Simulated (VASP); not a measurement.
# Ni: convergence, band structure

Ni, Im-3m (no. 229), 1 atom in the cell. PBE, DFT+U; PAW potentials Ni (PBE set). VASP 6.6.1.

Wanted: band energies at the path's corners within 0.1 eV.

What the run is for: bands; Accuracy asked: screening; Route: KPOINTS_OPT.

Band energies at the path's corners: counted from the Fermi level of the mesh, whose own shifts they hold.

POSCAR:
```
Ni
1.0
   -1.3837154700      1.3837154700      1.3837154700
    1.3837154700     -1.3837154700      1.3837154700
    1.3837154700      1.3837154700     -1.3837154700
Ni
1
Direct
    0.0000000000      0.0000000000      0.0000000000
```

The series start from Plane-wave cutoff (eV): 310; Smearing width (eV): 0.1; k-point mesh: 15 × 15 × 15; Bands in all (NBANDS): 21; Aspherical gradient terms in the spheres (LASPH): yes; Highest l that the mixer handles (LMAXMIX): 4. Each series keeps the choices made before it, and each single choice may use up half of a tolerance.

## Plane-wave cutoff (eV)

| Plane-wave cutoff (eV) | Band energies at the path's corners, largest deviation (eV) | Time (s) |
|---|---|---|
| 220 | 0.19 | 7.7 |
| 270 | 0.03 | 10 |
| 310 | 0.03 | 11 |
| 350 | 0.02 | 13 |
| 430 | 0.00 | 14 |
| 540 (reference) | 0.00 | 27 |

## Smearing width (eV)

| Smearing width (eV) | Band energies at the path's corners, largest deviation (eV) | Time (s) |
|---|---|---|
| 0.4 | 0.04 | 10 |
| 0.3 | 0.03 | 10 |
| 0.2 | 0.01 | 10 |
| 0.15 | 0.02 | 10 |
| 0.1 | 0.02 | 10 |
| 0.05 (reference) | 0.00 | 9.9 |

## k-point mesh

| k-point mesh | Band energies at the path's corners, largest deviation (eV) | Time (s) |
|---|---|---|
| 6 × 6 × 6 | 0.06 | 4.9 |
| 8 × 8 × 8 | 0.06 | 5.2 |
| 10 × 10 × 10 | 0.03 | 6.1 |
| 12 × 12 × 12 | 0.07 | 7.5 |
| 15 × 15 × 15 | 0.01 | 10 |
| 18 × 18 × 18 | 0.03 | 14 |
| 22 × 22 × 22 | 0.00 | 21 |
| 26 × 26 × 26 | 0.01 | 32 |
| 31 × 31 × 31 (reference) | 0.00 | 48 |

## Bands in all (NBANDS)

| Bands in all (NBANDS) | Band energies at the path's corners, largest deviation (eV) | Time (s) |
|---|---|---|
| 12 | 0.00 | 5.7 |
| 13 | 0.00 | 6.2 |
| 14 | 0.00 | 6.8 |
| 16 | 0.00 | 8.1 |
| 21 | 0.00 | 10 |
| 31 (reference) | 0.00 | 13 |

## Aspherical gradient terms in the spheres (LASPH)

| Aspherical gradient terms in the spheres (LASPH) | Band energies at the path's corners, largest deviation (eV) | Time (s) |
|---|---|---|
| yes | 0.00 | 5.7 |
| no | 0.09 | 4.7 |

## Highest l that the mixer handles (LMAXMIX)

| Highest l that the mixer handles (LMAXMIX) | Band energies at the path's corners, largest deviation (eV) | Time (s) |
|---|---|---|
| 4 | 0.00 | 5.7 |
| 2 | 0.00 | 5.2 |
| 6 | 0.00 | 5.7 |

## Question

The rows run from the loosest to the tightest (no order: aspherical gradient terms in the spheres, highest l that the mixer handles). For each series: choose the loosest value from which every tighter one stays within half of the tolerance; where there is no order, keep the first row unless others stay within half of the tolerance and take at least 30 % less time, and then take the fastest.

## Answer

- Plane-wave cutoff (eV): 270
- Smearing width (eV): 0.4
- k-point mesh: 15 × 15 × 15
- Bands in all (NBANDS): 12
- Aspherical gradient terms in the spheres (LASPH): yes
- Highest l that the mixer handles (LMAXMIX): 4

## All choices together

| Input | Band energies at the path's corners, largest deviation (eV) | Time (s) |
|---|---|---|
| the program's defaults (naive) | 0.40 | 2.1 |
| chosen settings | 0.04 | 5.7 |
| reference settings throughout | 0.00 | 200 |

The tolerance is met.

## The input

INCAR:
```
SYSTEM = Ni
ALGO = Normal ; EDIFF = 1E-6
ENCUT = 270 ; GGA = PE
GGA_COMPAT = .False. ; ISMEAR = 2
ISPIN = 2 ; LASPH = .True.
LCHARG = .False. ; LDAU = .True.
LDAUJ = 0 ; LDAUL = 2
LDAUTYPE = 2 ; LDAUU = 4
LMAXMIX = 4 ; LORBIT = 11
LREAL = .False. ; LWAVE = .False.
MAGMOM = 1 ; NBANDS = 12
NELM = 200 ; PREC = Accurate
SIGMA = 0.4
```

KPOINTS:
```
Automatic mesh
0
Gamma
  15 15 15
  0 0 0
```

KPOINTS_OPT:
```
path GHNGPH,PN
12
line-mode
reciprocal
 0.0000000000  0.0000000000  0.0000000000  G
 0.5000000000 -0.5000000000  0.5000000000  H

 0.5000000000 -0.5000000000  0.5000000000  H
 0.0000000000  0.0000000000  0.5000000000  N

 0.0000000000  0.0000000000  0.5000000000  N
 0.0000000000  0.0000000000  0.0000000000  G

 0.0000000000  0.0000000000  0.0000000000  G
 0.2500000000  0.2500000000  0.2500000000  P

 0.2500000000  0.2500000000  0.2500000000  P
 0.5000000000 -0.5000000000  0.5000000000  H

 0.2500000000  0.2500000000  0.2500000000  P
 0.0000000000  0.0000000000  0.5000000000  N
```

Commands:
```
cat potpaw_PBE.64/Ni/POTCAR > POTCAR
mpirun -np 1 vasp_std > vasp.out
```

The chosen input took VASP 6.6.1 5.7 s on 1 core (Intel Xeon 6975P-C (Granite Rapids)), a shared host.

## An input that fails: fixed density asked without a density file

VASP's message: ERROR: charge density could not be read from file CHGCAR for ICHARG>10.

Changes against the starting input:
```
- NELM = 200
+ NELM = 90
+ ICHARG = 11
```
